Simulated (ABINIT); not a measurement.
**KBr: optical spectrum from first principles**

Wanted: where KBr starts to absorb, how strongly, and its refractive index.

Method: DFT, PBE, plane waves with norm-conserving potentials (PseudoDojo 0.4.1), scalar-relativistic, independent-particle linear optical response without local fields, in ABINIT 10.8.3.

### 1. The starting structure

It takes space group Fm-3m (No. 225, cubic). Conventional cell: a = 6.600 Å, b = 6.600 Å, c = 6.600 Å, α = 90.00°, β = 90.00°, γ = 90.00°. Nearest to Br lie 6 K at 3.30 Å. Nearest to K lie 6 Br at 3.30 Å. Farther neighbours and most contacts between anions are not listed.

### 2. Ground state, bands and velocity matrix elements

The self-consistent density comes first; it also tells whether there is a gap, which decides the occupations and the need for a Drude term.

This step: DFT, PBE, plane waves with norm-conserving potentials (PseudoDojo 0.4.1), scalar-relativistic, ground state, bands at fixed density and velocity matrix elements (ABINIT 10.8.3).

Input file run.abi:

```
# ground state, bands on a dense mesh, and the derivatives d/dk of the wave functions
ndtset 3

ngkpt1 6 6 6
shiftk1 0.0 0.0 0.0
tolvrs1 1.0d-12
nband1 12
prtden1 1

iscf2 -2
getden2 1
ngkpt2 9 9 9
shiftk2 0.0 0.0 0.0
kptopt2 1
nband2 32
nbdbuf2 4
tolwfr2 1.0d-14

optdriver3 8
wfk_task3 "wfk_ddk"
prtevk3 1
getwfk3 2
getden3 1
iscf3 -2
ngkpt3 9 9 9
shiftk3 0.0 0.0 0.0
kptopt3 1
nband3 32

nshiftk 1
occopt 3
tsmear 0.001837
ecut 35.0
nstep 80
iomode 3
chksymbreak 0
chkprim 0
chksymtnons 0
acell 3*1.0 Angstrom
rprim
  0.000000000000 3.300000000000 3.300000000000
  3.300000000000 0.000000000000 3.300000000000
  3.300000000000 3.300000000000 0.000000000000
natom 2
ntypat 2
znucl 35 19
typat 1 2
xred
  0.500000000000 0.500000000000 0.500000000000
  0.000000000000 0.000000000000 0.000000000000
pseudos "Br.upf, K.upf"
```

Command:

```sh
$ mpirun -n 4 abinit run.abi
```

Numbers of over 12 decimals in the logs are rounded to 6 here.

Log:

```text
DATASET    1 : space group Fm -3 m (#225); Bravais cF (face-center cubic)
 DATASET    2 : space group Fm -3 m (#225); Bravais cF (face-center cubic)
 DATASET    3 : space group Fm -3 m (#225); Bravais cF (face-center cubic)
            ngfft          48      48      48
                         0.11111    0.11111    0.05556    0.02778    0.11111    0.05556
                         0.01389    0.11111    0.11111    0.05556
                         0.03292    0.03292    0.03292    0.03292    0.03292    0.03292
                         0.01646    0.00823    0.03292    0.03292    0.03292    0.03292
                         0.01646    0.00823    0.03292    0.03292    0.01646    0.00823
                         0.01646    0.03292    0.06584    0.06584    0.03292    0.06584
                         0.06584    0.03292    0.03292    0.03292    0.03292
                         0.03292    0.03292    0.03292    0.03292    0.03292    0.03292
                         0.01646    0.00823    0.03292    0.03292    0.03292    0.03292
                         0.01646    0.00823    0.03292    0.03292    0.01646    0.00823
                         0.01646    0.03292    0.06584    0.06584    0.03292    0.06584
                         0.06584    0.03292    0.03292    0.03292    0.03292
== DATASET  1 ==================================================================
 Real(R)+Recip(G) space primitive vectors, cartesian coordinates (Bohr,Bohr^-1):
 R(1)=  0.0000000  6.2360962  6.2360962  G(1)= -0.0801784  0.0801784  0.0801784
 R(2)=  6.2360962  0.0000000  6.2360962  G(2)=  0.0801784 -0.0801784  0.0801784
 R(3)=  6.2360962  6.2360962  0.0000000  G(3)=  0.0801784  0.0801784 -0.0801784
 Unit cell volume ucvol=  4.8502979E+02 bohr^3
 Angles (23,13,12)=  6.00000000E+01  6.00000000E+01  6.00000000E+01 degrees
 getcut: wavevector=  0.0000  0.0000  0.0000  ngfft=  48  48  48
     iter   Etot(hartree)      deltaE(h)  residm     vres2
 ETOT  1  -45.896336867616    -4.590E+01 5.072E-02 1.172E+02
 ETOT  2  -45.917673518900    -2.134E-02 2.359E-03 5.889E+00
 ETOT  3  -45.918085566527    -4.120E-04 1.114E-03 7.204E-01
 ETOT  4  -45.918096704455    -1.114E-05 1.890E-03 6.844E-02
 ETOT  5  -45.918097940094    -1.236E-06 7.577E-04 2.958E-04
 ETOT  6  -45.918097956721    -1.663E-08 1.269E-03 1.803E-05
 ETOT  7  -45.918097957971    -1.250E-09 3.797E-04 7.881E-07
 ETOT  8  -45.918097958002    -3.106E-11 7.020E-04 6.329E-08
 ETOT  9  -45.918097958006    -3.652E-12 2.142E-04 1.122E-09
 ETOT 10  -45.918097958003     2.551E-12 3.983E-04 2.551E-11
 ETOT 11  -45.918097958003     2.132E-14 2.240E-04 5.865E-13
 At SCF step   11       vres2   =  5.86E-13 < tolvrs=  1.00E-12 =>converged.
 Cartesian components of stress tensor (hartree/bohr^3)
  sigma(1 1)= -2.36123351E-05  sigma(3 2)=  0.00000000E+00
  sigma(2 2)= -2.36123351E-05  sigma(3 1)=  0.00000000E+00
  sigma(3 3)= -2.36123351E-05  sigma(2 1)=  0.00000000E+00
 Mean square residual over all n,k,spin=   31.236E-07; max=  22.403E-05
 Fermi (or HOMO) energy (hartree) =   0.04930   Average Vxc (hartree)=  -0.27531
 Eigenvalues (hartree) for nkpt=  16  k points:
 kpt#   1, nband= 12, wtk=  0.00463, kpt=  0.0000  0.0000  0.0000 (reduced coord)
  -1.02119   -0.45217   -0.41398   -0.41398   -0.41398   -0.00035   -0.00035   -0.00035
   0.16266    0.27924    0.27924    0.27924
   2.00000    2.00000    2.00000    2.00000    2.00000    2.00000    2.00000    2.00000
   0.00000    0.00000    0.00000    0.00000
kinetic             :  1.47108144747017E+01
hartree             :  9.64144897041892E+00
xc                  : -1.16279726906034E+01
Ewald energy        : -2.93989375638298E+01
psp_core            :  6.62152419120556E-01
local_psp           : -3.62981407240778E+01
non_local_psp       :  6.39253715626645E+00
internal            : -4.59180979580033E+01
'-kT*entropy'       : -4.29752264878341E-15
total_energy        : -4.59180979580033E+01
total_energy_eV     : -1.24949509921602E+03
 Cartesian components of stress tensor (hartree/bohr^3)
  sigma(1 1)= -2.36123351E-05  sigma(3 2)=  0.00000000E+00
  sigma(2 2)= -2.36123351E-05  sigma(3 1)=  0.00000000E+00
  sigma(3 3)= -2.36123351E-05  sigma(2 1)=  0.00000000E+00
-Cartesian components of stress tensor (GPa)         [Pressure=  6.9470E-01 GPa]
== DATASET  2 ==================================================================
 Real(R)+Recip(G) space primitive vectors, cartesian coordinates (Bohr,Bohr^-1):
 R(1)=  0.0000000  6.2360962  6.2360962  G(1)= -0.0801784  0.0801784  0.0801784
 R(2)=  6.2360962  0.0000000  6.2360962  G(2)=  0.0801784 -0.0801784  0.0801784
 R(3)=  6.2360962  6.2360962  0.0000000  G(3)=  0.0801784  0.0801784 -0.0801784
 Unit cell volume ucvol=  4.8502979E+02 bohr^3
 Angles (23,13,12)=  6.00000000E+01  6.00000000E+01  6.00000000E+01 degrees
 getcut: wavevector=  0.0000  0.0000  0.0000  ngfft=  48  48  48
 Mean square residual over all n,k,spin=   51.929E-16; max=  99.798E-16
 Eigenvalues (hartree) for nkpt=  35  k points:
 kpt#   1, nband= 32, wtk=  0.00137, kpt=  0.0000  0.0000  0.0000 (reduced coord)
  -1.02119   -0.45217   -0.41398   -0.41398   -0.41398   -0.00035   -0.00035   -0.00035
   0.16266    0.27924    0.27924    0.27924    0.30932    0.30932    0.42581    0.54744
   0.54744    0.54744    0.57562    0.57562    0.57562    0.63383    0.63383    0.76324
   0.76363    0.76363    0.76363    0.90905    0.90905    0.91196    0.91196    0.91196
== DATASET  3 ==================================================================
            ngfft          48      48      48
                         0.11111    0.11111    0.05556    0.02778    0.11111    0.05556
                         0.01389    0.11111    0.11111    0.05556
                         0.03292    0.03292    0.03292    0.03292    0.03292    0.03292
                         0.01646    0.00823    0.03292    0.03292    0.03292    0.03292
                         0.01646    0.00823    0.03292    0.03292    0.01646    0.00823
                         0.01646    0.03292    0.06584    0.06584    0.03292    0.06584
                         0.06584    0.03292    0.03292    0.03292    0.03292
                         0.03292    0.03292    0.03292    0.03292    0.03292    0.03292
                         0.01646    0.00823    0.03292    0.03292    0.03292    0.03292
                         0.01646    0.00823    0.03292    0.03292    0.01646    0.00823
                         0.01646    0.03292    0.06584    0.06584    0.03292    0.06584
                         0.06584    0.03292    0.03292    0.03292    0.03292
[shortened to cell, iterations, levels, energies and stress; the echo of variables, forces, comments, warnings and credits are left out]
```

Run time: 46 s. Hardware: 4 MPI ranks of Arm Neoverse V2, shared host; peak memory 0.12 GiB; 3.1 min of CPU time.

This step gave:

```
total energy           : -45.92 Ha
gap on the k-mesh      : 4.436 eV
direct gap on the mesh : 4.436 eV
```

There is a gap, 4.44 eV on this mesh (points off the mesh can give less), so no carriers' term is needed.

### 3. Optical response

With the density converged, the vertical transitions are summed over the zone.

This step: DFT, PBE, plane waves with norm-conserving potentials (PseudoDojo 0.4.1), scalar-relativistic, independent-particle linear optical response without local fields (ABINIT 10.8.3).

Input file optic.abi:

```
&FILES
 ddkfile_1 = 'runo_DS3_1_EVK.nc',
 ddkfile_2 = 'runo_DS3_2_EVK.nc',
 ddkfile_3 = 'runo_DS3_3_EVK.nc',
 wfkfile = 'runo_DS2_WFK.nc'
/
&PARAMETERS
 broadening = 0.001470,
 domega = 0.0014700,
 maxomega = 0.58799,
 scissor = 0.0,
 tolerance = 0.002,
 nband_sum = 28
/
&COMPUTATIONS
 num_lin_comp = 1,
 lin_comp = 11,
 num_nonlin_comp = 0,
 num_linel_comp = 0,
 num_nonlin2_comp = 0
/
```

Command:

```sh
$ optic optic.abi
```

Log:

```text

 OPTIC has originally been developed by
 S. Sharma, J. K. Dewhurst and C. Ambrosch-Draxl, Phys. Rev. B 67, 165332 (2003), and
 S. Sharma and C. Ambrosch-Draxl, Physica Scripta T 109 (2004).

 rprimd(bohr)      =   0.00000   6.23610   6.23610
                       6.23610   0.00000   6.23610
                       6.23610   6.23610   0.00000
 natom             =       2
 nkpt,mband        =      35      32
 ecut              =  35.00000 Ha
 newocc: new Fermi energy is       0.105872 , with nelect=     16.000000, Number of bisection calls: 4
 Fermi level: 2.8809  (eV)

 fermie            =   0.10587 Ha   2.88092 eV
 Scissor shift     =   0.00000 Ha
 Tolerance on closeness to singularities     =   0.00200 Ha
 Smearing factor      =   0.00147 Ha
 Will use the antiresonant approximation (meaning that the antiresonant terms are neglected)
 Will not perform the bands decomposition
 linear coeffs to be calculated :
 11
 non-linear coeffs to be calculated :

 electronic part of electro-optic coeffs to be calculated :

 non-linear coeffs (V2) to be calculated :

 linear optic matrix elements will be printed :0
 optic : Call pmat2cart
 No scissor shift to be applied. Returning to main optic routine.
 optic : Call linopt
  linopt            1           1
 calculated the component:           1           1   of dielectric function
  with broadening:         (0.000000,1.46999999999999995E-003)
 and scissors shift:   0.000000
 energy window:   52.524548      eV   1.930242      Ha
 optic : Call nlinopt
 optic : Call linelop
 optic : Call nonlinopt

================================================================================

 Calculation completed.
-
program: optic
version: 10.8.3
start_datetime:
end_datetime:
overall_cpu_time:           0.1
overall_wall_time:           0.1
mpi_procs: 1
omp_threads: 1
...
```

It took 0.6 s on 1 thread; peak memory 0.05 GiB.

This step gave:

- electronic dielectric constant ε∞, mean over x, y and z (by symmetry where fewer were run): 2.815

The Im ε, E ∥ x has structure finer than the step of the table below, so its rows give means over 0.5 eV, whole bins alone (the curve runs from 0.0400 to 15.9 eV). Peaks (eV: height): 6.16: 3.58, 6.44: 4.22, 6.88: 7.04, 7.08: 5.04, 7.24: 5.05, 9.40: 5.73, 9.88: 4.36.

Sum at mesh points, not converged in k; values under the direct gap are tails of Lorentzian lines. Table of Im ε, E ∥ x by photon energy; means over each step:

```tsv
photon energy (eV)	Im ε, E ∥ x
0.5	0.00104
1.0	0.00215
1.5	0.00340
2.0	0.00491
2.5	0.00688
3.0	0.00967
3.5	0.0143
4.0	0.0261
4.5	0.172
5.0	0.591
5.5	1.04
6.0	1.25
6.5	2.44
7.0	4.92
7.5	3.64
8.0	2.54
8.5	2.02
9.0	3.99
9.5	3.99
10.0	3.21
10.5	2.03
11.0	1.05
11.5	0.749
12.0	0.927
12.5	0.973
13.0	0.608
13.5	0.316
14.0	0.632
14.5	1.86
15.0	1.68
15.5	0.928
```

The reflectivity at normal incidence, E ∥ x has structure finer than the step of the table below, so its rows give means over 0.5 eV, whole bins alone (the curve runs from 0.0400 to 15.9 eV). Peaks (eV: height): 6.44: 21.9, 6.88: 29.8, 7.24: 25.1, 9.44: 34.8, 10.00: 40.0, 10.48: 42.1, 11.00: 51.6.

Sum at mesh points, not converged in k. Reflectivity at normal incidence, E ∥ x against photon energy; means over each step:

```tsv
photon energy (eV)	reflectivity at normal incidence, E ∥ x (%)
0.5	6.44
1.0	6.52
1.5	6.67
2.0	6.88
2.5	7.18
3.0	7.61
3.5	8.20
4.0	9.14
4.5	10.9
5.0	11.4
5.5	12.6
6.0	15.7
6.5	17.9
7.0	24.1
7.5	20.0
8.0	13.9
8.5	11.0
9.0	20.5
9.5	26.2
10.0	29.5
10.5	30.3
11.0	33.0
11.5	9.65
12.0	6.67
12.5	9.63
13.0	4.77
13.5	1.28
14.0	4.17
14.5	10.6
15.0	15.2
15.5	11.7
```

The loss function −Im 1/ε at q → 0, E ∥ x has structure finer than the step of the table below, so its rows give means over 0.5 eV, whole bins alone (the curve runs from 0.0400 to 15.9 eV). Peaks (eV: height): 11.16: 1.70, 11.48: 1.42, 12.00: 0.903, 12.68: 1.25, 12.96: 1.02, 13.16: 0.996, 15.56: 1.22.

Sum at mesh points, not converged in k; values under the direct gap are tails of Lorentzian lines. The loss function −Im 1/ε at q → 0, E ∥ x by energy loss; means over each step:

energy loss (eV), loss function −Im 1/ε at q → 0, E ∥ x and a bar:
```
      0.5       0.00 
      1.0       0.00 
      1.5       0.00 
      2.0       0.00 
      2.5       0.00 
      3.0       0.00 
      3.5       0.00 
      4.0       0.00 
      4.5       0.01 
      5.0       0.04 #
      5.5       0.06 ##
      6.0       0.04 #
      6.5       0.08 ##
      7.0       0.14 ####
      7.5       0.24 #######
      8.0       0.28 ########
      8.5       0.22 ######
      9.0       0.17 #####
      9.5       0.25 #######
     10.0       0.31 ########
     10.5       0.46 ############
     11.0       0.92 #########################
     11.5       1.10 ##############################
     12.0       0.75 ####################
     12.5       0.89 ########################
     13.0       0.88 ########################
     13.5       0.39 ###########
     14.0       0.11 ###
     14.5       0.37 ##########
     15.0       0.57 ################
     15.5       1.00 ###########################
```

Optical constants at common wavelengths, from n + ik = √ε:

```tsv
wavelength (nm)	n	k	R (%)	1/α
1064	1.69	0.001	6.6	113 µm
633	1.71	0.001	6.9	36 µm
532	1.72	0.002	7.1	24 µm
405	1.77	0.003	7.7	11 µm
365	1.79	0.004	8.1	8.0 µm
308	1.87	0.007	9.2	3.6 µm
248	1.91	0.079	9.9	249 nm
```

Below the direct gap, k and the depth come from the tails of the Lorentzian lines, not from transitions.

Rows near the edge hang on the gap, which this functional as a rule makes too small, and phonon-assisted absorption is left out.

### 4. Summary of results

```yaml
electronic_dielectric_constant_eps_infinity_mean_over_x_y_and_z_by_symmetry_where_fewer_were_run_independent_particles: 2.82
```

In words: At this level (PBE, independent particles) KBr has ε∞ = 2.82 and n = 1.68 at 1550 nm. On the mesh the gap is 4.44 eV and the least direct gap 4.44 eV. Excitons and phonon-assisted transitions are missing, and so are local fields; PBE gaps are as a rule too small, which pulls the onset down and ε∞ up. The sum runs over mesh points 0.18 Å⁻¹ apart with no interpolation, so peaks are partly noise of the mesh and static values carry its error.

[Logs are printed without paths, hosts, clocks, repeated set-up lines and the standing remarks that a program may print on its own settings, such as how far it seeks lower states.]

[Hosts, paths, dates, database ids (printed as entryN), source tags and the programs' standing remarks are cut or masked in the printed files.]
